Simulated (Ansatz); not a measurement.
## GaSb: single point with PBE

**The experiment to reproduce.**

From a printed reference work, data compilation, for a bulk crystal of GaSb at 4.2 K: band gap 0.811 eV (direct).

Crystal: GaSb.

```
CELL_PARAMETERS angstrom
0.00000 3.05900 3.05900
3.05900 0.00000 3.05900
3.05900 3.05900 0.00000
ATOMIC_POSITIONS crystal
Sb 0.75000 0.75000 0.75000
Ga 0.00000 0.00000 0.00000
```

| Item | Value |
| --- | --- |
| Program | Ansatz 0.2.0 |
| Task | single point |
| Functional | PBE |
| Potentials or basis | all-electron LAPW, scalar-relativistic |
| Cutoff | 278 eV (chosen from the basis error) |
| Basis error allowed | 0.001 eV/atom |
| k mesh | 8 × 8 × 8 |
| Occupations | gaussian, width 0.027 eV |
| Spin | no spin polarisation |

```
Pressure               : 2.3 GPa
Band gap on the k mesh : 0.04 eV, direct
```

Levels at points of the mesh, in eV from the valence-band top:
| k point | band 20 | band 21 | band 22 | band 23 | band 24 | band 25 |
| --- | --- | --- | --- | --- | --- | --- |
| (0.00, 0.00, 0.00) | 0.00 | 0.00 | 0.00 | 0.04 | 2.79 | 2.79 |
| (0.00, 0.00, -0.50) | -6.36 | -1.15 | -1.15 | 0.41 | 3.76 | 3.76 |
| (0.00, -0.50, -0.50) | -6.80 | -2.57 | -2.57 | 0.92 | 1.26 | 8.72 |

It took 18 s on 1 thread of Arm Neoverse V1 (shared host), peak memory 0.31 GiB.

Measured gap of GaSb: 0.811 eV (direct; 4.2 K; a printed reference work, data compilation). This calculation gives 0.04 eV (-0.77 eV). Spin-orbit coupling on Ga, Sb is left out. The value is that of PBE on a finite k mesh, which can miss the band edges, without temperature or zero-point motion. Semilocal functionals fall short of measured gaps as a rule.

Caveat: spin-orbit coupling is left out, which moves the levels of the heavy elements.
